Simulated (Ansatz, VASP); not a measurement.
## CdTe in VASP and in Ansatz

INCAR

```
PREC = Accurate
ENCUT = 520
EDIFF = 1E-7
ISMEAR = -1
SIGMA = 0.02
LREAL = False
LASPH = True
NELM = 80
ALGO = Normal
ISIF = 2
LWAVE = False
LCHARG = True
GGA = PE
LELF = True
LVHAR = True
NBANDS = 26
```

File KPOINTS:

```
regular mesh
0
Gamma
  6 6 4
```

POSCAR

```
CdTe
1.0
    4.9396268171      0.0000000000      0.0000000000
   -2.4698134086      4.2778423089      0.0000000000
    0.0000000000      0.0000000000      6.6200830065
Cd Te
2 2
Direct
    0.3333333333      0.6666666667      0.2500000000
    0.6666666667      0.3333333333      0.7500000000
    0.6666666667      0.3333333333      0.2500000000
    0.3333333333      0.6666666667      0.7500000000
```

Input for Ansatz:

```yaml
crystal:
  lattice:
    - [4.9396268171, 0.0, 0.0]
    - [-2.4698134086, 4.2778423089, 0.0]
    - [0.0, 0.0, 6.6200830065]
  atoms:
    - { symbol: Cd, position: [0.3333333333, 0.6666666667, 0.25] }
    - { symbol: Cd, position: [0.6666666667, 0.3333333333, 0.75] }
    - { symbol: Te, position: [0.6666666667, 0.3333333333, 0.25] }
    - { symbol: Te, position: [0.3333333333, 0.6666666667, 0.75] }
kpoints:
  mp_grid: { grid: [6, 6, 4] }
hamiltonian:
  xc: pbe
scf:
  occupations: { method: fermi_dirac, width: 0.02 }
  n_extra_bands: 5
output:
  forces: true
  stress: true
  eigenvalues: true
```

Alike in both runs: task single point; functional PBE; k mesh 6 × 6 × 4; occupations fermi-dirac, width 0.02 eV; no spin polarisation.

|  | VASP | Ansatz |
| --- | --- | --- |
| version | VASP 6.6.1 | Ansatz 0.2.0 |
| potentials or method | VASP PAW PBE potentials, release 64 (Cd, Te) | plane waves, PAW |
| plane-wave cutoff (eV) | 520 | 420 |
| valence electrons in the cell | 36 | 72 |

VASP gave:

| Property | Result |
| --- | --- |
| pressure (GPa) | 0.1 |

Problem. What did Ansatz give for the same quantities?

Solution. Pressure (GPa): 0.0.

The two sets of potentials don't hold the same shells in valence.

Spin-orbit coupling is left out, which matters for the levels of Te.
